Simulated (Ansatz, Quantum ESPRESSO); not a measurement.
# Moving the pressure in Hf

The cell as given:

```cif
data_structure
_symmetry_space_group_name_H-M 'Fm-3m'
_symmetry_Int_Tables_number 225
_cell_length_a 4.4400
_cell_length_b 4.4400
_cell_length_c 4.4400
_cell_angle_alpha 90.000
_cell_angle_beta 90.000
_cell_angle_gamma 90.000
_cell_volume 87.53
loop_
_atom_site_label
_atom_site_type_symbol
_atom_site_symmetry_multiplicity
_atom_site_Wyckoff_symbol
_atom_site_fract_x
_atom_site_fract_y
_atom_site_fract_z
_atom_site_occupancy
Hf1 Hf 4 a 0.00000 0.00000 0.00000 1
```

This isn't the form of Hf at room conditions, which is hcp.

Kept alike: task relaxation of cell and atoms; functional PBEsol; k mesh 10 × 10 × 10; occupations fermi-dirac, width 0.05 eV; no spin polarisation. Program: Ansatz, all-electron LAPW, scalar-relativistic. The mesh is that of the run's cell of 1 atom. No spin-orbit coupling.

| run | volume (Å³/atom) |
| --- | --- |
| A | 18.715 |
| B | 21.558 |
| C | 19.940 |
| D | 20.674 |

The relaxations keep at least the cell's symmetry (Fm-3m). For a metal such a mesh leaves the last digits unconverged. Runs of this series that gave no sound value for these columns are left out. The runs follow the start's structure, whether or not it is the stable one at these pressures. P is the pressure aimed at, which the runs meet within some hundredths to tenths of a GPa.

The runs differ in the pressure alone: 0; 5; 10; 20 GPa. Which run is which?

Run A is 20 GPa; run B is 0 GPa; run C is 10 GPa; run D is 5 GPa. The volume falls from 21.558 to 18.715 Å³/atom between 0 and 20 GPa. The volume falls ever more slowly, since the solid stiffens under load. At the pressures aimed at, which the runs meet within some tenths of a GPa, the step from 0 to 5 GPa gives a mean bulk modulus near 119 GPa, the last step 158 GPa. A twin series (Quantum ESPRESSO, GBRV 1.5 PBEsol) moves it by -2.8354 between 0 and 20, against -2.8430 Å³/atom here.
